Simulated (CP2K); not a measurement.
TiO2:

```
Ti O
1.0
     4.59984    0.00000    0.00000
     0.00000    4.59984    0.00000
     0.00000    0.00000    2.95921
Ti O
2 4
Direct
  0.00000 0.00000 0.50000
  0.50000 0.50000 0.00000
  0.30432 0.30432 0.50000
  0.19568 0.80432 0.00000
  0.80432 0.19568 0.00000
  0.69568 0.69568 0.50000
```

The cell is a database's computed one.

Program: CP2K 2026.2. Alike in all runs: task band structure; no spin polarisation; cell as given; k mesh 6 × 6 × 9; smearing fermi-dirac 0.0259 eV.

Question: Order these runs on this cell by their pressure, lowest first.
A. level LDA; potentials or basis GTH_POTENTIALS Ti GTH-PADE-q12, O GTH-PADE-q6; TZVP-MOLOPT-PBE-GTH basis; EPS_DEFAULT 1.0E-10; points a segment of the path (NPOINTS) 10; bands added on the path 6; CUTOFF of the grids 600 Ry
B. level PBE; potentials or basis POTENTIAL_UZH Ti GTH-PBE-q12, O GTH-PBE-q6; TZVP-MOLOPT-PBE-GTH basis; EPS_DEFAULT 1.0E-9; points a segment of the path (NPOINTS) 8; bands added on the path 6; CUTOFF of the grids 600 Ry
C. level r2SCAN; potentials or basis POTENTIAL_UZH Ti GTH-SCAN-q12, O GTH-SCAN-q6; TZVP-MOLOPT-SCAN-GTH basis; EPS_DEFAULT 1.0E-9; points a segment of the path (NPOINTS) 8; bands added on the path 4; CUTOFF of the grids 850 Ry

Answer: A (-8.6 GPa), C (0.3 GPa), B (5.2 GPa).

Caveats: the basis of atomic orbitals isn't converged, which shifts pressures, moduli and gaps.
